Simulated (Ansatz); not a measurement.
Space group R-3m:H (No. 166). a = 3.885 Å, b = 3.885 Å, c = 19.304 Å, α = 90.00°, β = 90.00°, γ = 120.00°
| atom | site | symmetry | x | y | z |
| --- | --- | --- | --- | --- | --- |
| Ga | 6c | 3m | 0.6667 | 0.3333 | 0.7689 |
| P | 6c | 3m | 0.3333 | 0.6667 | 0.7242 |

Equation of state of this GaP structure (not necessarily the ground state), with shape and atoms relaxed at each volume where symmetry leaves them free. All numbers below come from Ansatz 0.2.0, DFT PBE, scalar-relativistic, plane waves, PAW.

Plane waves to 420 eV, a k mesh through Γ of 9×9×9 on the computed 4-atom cell and Gaussian smearing (0.02 eV); no spin polarisation.

```tsv
V (Å³/atom)	E − E(largest V) (meV/atom)	P (GPa)	gap on mesh (eV)
18.500	45.41	11.92	0.73
19.131	6.13	8.15	0.79
19.762	-19.50	4.96	0.85
20.392	-33.58	2.27	0.89
21.023	-37.91	0.00	0.93
21.654	-34.03	-1.92	0.93
22.284	-23.23	-3.52	0.90
23.125	0.00	-5.26	0.73
```

Problem. Fit a third-order Birch–Murnaghan equation to E(V).

Solution. V0 = 21.02 Å³/atom, B0 = 69 GPa, B0' = 4.7.

This form isn't the usual stable structure of the compound.